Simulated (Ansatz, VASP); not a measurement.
# Two plane-wave programs on AgCl

INCAR

```
SYSTEM = AgCl
PREC = Accurate
ENCUT = 520
EDIFF = 1E-7
ISMEAR = 0
SIGMA = 0.05
LREAL = .FALSE.
LASPH = .TRUE.
NELM = 100
ALGO = Normal
ISIF = 2
LWAVE = .FALSE.
LCHARG = .TRUE.
GGA = PS
LELF = .TRUE.
LVHAR = .TRUE.
NBANDS = 16
```

File KPOINTS:

```
regular mesh
0
G
  10 10 10
  0 0 0
```

POSCAR

```
AgCl
1.0
    3.3311591989      0.0000000000     -0.0916068780
    0.0000000000      3.3311591989      0.0000000000
   -0.0916068780      0.0000000000      3.3311591989
Ag Cl
1 1
Direct
    0.0000000000      0.0000000000      0.0000000000
    0.5000000000      0.5000000000      0.5000000000
```

Input for Ansatz:

```yaml
crystal:
  lattice:
    - [3.3311591989, 0.0, -0.091606878]
    - [0.0, 3.3311591989, 0.0]
    - [-0.091606878, 0.0, 3.3311591989]
  atoms:
    - { symbol: Ag, position: [0.0, 0.0, 0.0] }
    - { symbol: Cl, position: [0.5, 0.5, 0.5] }
basis:
  ecutwfc: 420
kpoints:
  mp_grid: { grid: [10, 10, 10] }
hamiltonian:
  xc: pbesol
scf:
  occupations: { method: gaussian, width: 0.05 }
output:
  forces: true
  stress: true
  eigenvalues: true
```

Change from the starting cell: engineering shear strain xz -0.0550, engineering shear strain yz +0.0000.

Alike in both runs: task single point; functional PBEsol; k mesh 10 × 10 × 10; occupations gaussian, width 0.05 eV; no spin polarisation.

|  | VASP | Ansatz |
| --- | --- | --- |
| version | VASP 6.6.1 | Ansatz 0.2.0 |
| potentials or method | VASP PAW PBE potentials, release 64 (Ag, Cl) | scalar-relativistic, plane waves, PAW |
| plane-wave cutoff (eV) | 520 | 420 |
| valence electrons in the cell | 18 | 26 |

VASP gave:

```
gap on the k mesh at the Fermi level (eV)       : 0.27
least direct gap on the mesh (eV)               : 2.17
pressure (GPa)                                  : 0.0
largest component of the traceless stress (GPa) : 0.64
```

Estimate Ansatz's values.

gap on the k mesh at the Fermi level (eV): 0.27; least direct gap on the mesh (eV): 2.17; pressure (GPa): 0.1; largest component of the traceless stress (GPa): 0.63.

With one functional, cell and mesh, what is left measures potentials, basis and numerics. The two sets of potentials don't hold the same shells in valence.

Caveats: the PAW data sets were made with another functional, which shifts forces and pressure a little (VASP).
